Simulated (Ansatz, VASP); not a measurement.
# I: VASP beside Ansatz

```
CELL_PARAMETERS angstrom
4.16487 0.00000 0.00000
-2.08243 3.60688 0.00000
0.00000 0.00000 9.51237
ATOMIC_POSITIONS crystal
I 0.00000 0.00000 0.00000
I 0.00000 0.00000 0.50000
I 0.33333 0.66667 0.75000
I 0.66667 0.33333 0.25000
```

Alike in both runs: functional PBEsol; k mesh 15 × 15 × 4; occupations gaussian, width 0.1 eV; no spin polarisation.

Ansatz relaxed the structure, and its values are those at the end. VASP's run is a single point on that final structure, the one shown.

```csv
,VASP,Ansatz
version,VASP 6.6.1,Ansatz 0.2.0
potentials or method,"VASP PAW PBE potentials, release 64 (I)","scalar-relativistic, plane waves, PAW"
plane-wave cutoff (eV),520,420
valence electrons in the cell,28,68
```

```csv
,VASP,Ansatz,Ansatz less VASP
gap on the k mesh at the Fermi level (eV),none,none,-
pressure (GPa),0.0,0.0,0.00
```

A gap of «none» marks a metal or a gap that the smearing closes. With one functional, cell and mesh, what is left measures potentials, basis and numerics. The two sets of potentials don't hold the same shells in valence.

Caveats: the PAW data sets were made with another functional, which shifts forces and pressure a little (VASP). Spin-orbit coupling is left out, which matters for the levels of I.
